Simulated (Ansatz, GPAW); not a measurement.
This is a calculation of MgS (Niningerite) for Ansatz 0.2.0. 

input.yaml

```yaml
crystal:
  lattice:
    - [0.0, 2.60165, 2.60165]
    - [2.60165, 0.0, 2.60165]
    - [2.60165, 2.60165, 0.0]
  atoms:
    - { symbol: S, position: [0.5, 0.5, 0.5] }
    - { symbol: Mg, position: [0.0, 0.0, 0.0] }
hamiltonian:
  xc: rpbe
  pseudopotentials: { kind: paw }
kpoints:
  mp_grid: { grid: [9, 9, 9] }
scf:
  occupations: { method: gaussian, width: 0.1 }
output:
  forces: true
  stress: true
  eigenvalues: true
```

Potentials or basis: Ansatz PAW.

The run is started by

```bash
$ ansatz run input.yaml --threads 1 --pin off --max-ram 3584MiB --backend cpu --events-out ev --progress --plain --runs-dir out
```

Q: What does the same run look like in GPAW 26.7.0 (ASE script)? Potentials or basis there: the program's PAW data sets (release 1.2.1) made for this functional, cutoff 800 eV.

A: As run (cutoffs and basis follow the program's own potentials, and thresholds, step limits or extra output files can differ):

File run.py:

```python
from ase import Atoms
from ase.dft.bandgap import bandgap
from ase.io import write
from ase.units import Bohr, GPa
from gpaw import GPAW, PW
from gpaw.elf import elf_from_dft_calculation

atoms = Atoms(['S', 'Mg'],
              cell=[[0.0, 2.60165, 2.60165],
                    [2.60165, 0.0, 2.60165],
                    [2.60165, 2.60165, 0.0]],
              scaled_positions=[[0.5, 0.5, 0.5],
                                [0.0, 0.0, 0.0]],
              pbc=True)

calc = GPAW(mode=PW(800),
            xc='RPBE',
            kpts={'size': (9, 9, 9), 'gamma': True},
            occupations={'name': 'methfessel-paxton', 'order': 0, 'width': 0.1},
            nbands=16,
            convergence={'density': 1e-05, 'energy': 1e-05},
            maxiter=150,
            txt='gpaw.txt')
atoms.calc = calc
energy = atoms.get_potential_energy()
forces = atoms.get_forces()
stress = atoms.get_stress()
calc.write('gs.gpw')
write('result.traj', atoms)
print(f'Energy: {energy:.6f} eV')
print('Forces (eV/A):')
print(forces.round(4))
print('Stress (GPa):', (stress / GPa).round(3))
print('Fermi level:', round(calc.get_fermi_level(), 4), 'eV')
print(f'Gap: {bandgap(calc)[0]:.4f} eV, direct: {bandgap(calc, direct=True)[0]:.4f} eV')

# fields on the real-space grid
write('density.cube', atoms, data=calc.get_pseudo_density() * Bohr**3)
write('potential.cube', atoms, data=calc.get_electrostatic_potential())
write('elf.cube', atoms, data=elf_from_dft_calculation(calc).data)
```

Potentials or basis: the program's PAW data sets (release 1.2.1) made for this functional, pw.

Run with:

```bash
$ OMP_NUM_THREADS=1 python run.py
```

Both were run:

|  | Ansatz | GPAW |
| --- | --- | --- |
| Pressure | 3.4 GPa | 3.2 GPa |

Ansatz's pressure holds a Pulay term of +0.01 GPa for its cutoff of 420 eV, which the other run lacks.

Ansatz's potentials were made for PBE.

Where Ansatz's input types no cutoff or centring, it takes its own default and a Γ-centred mesh.

Pressure is positive in compression.
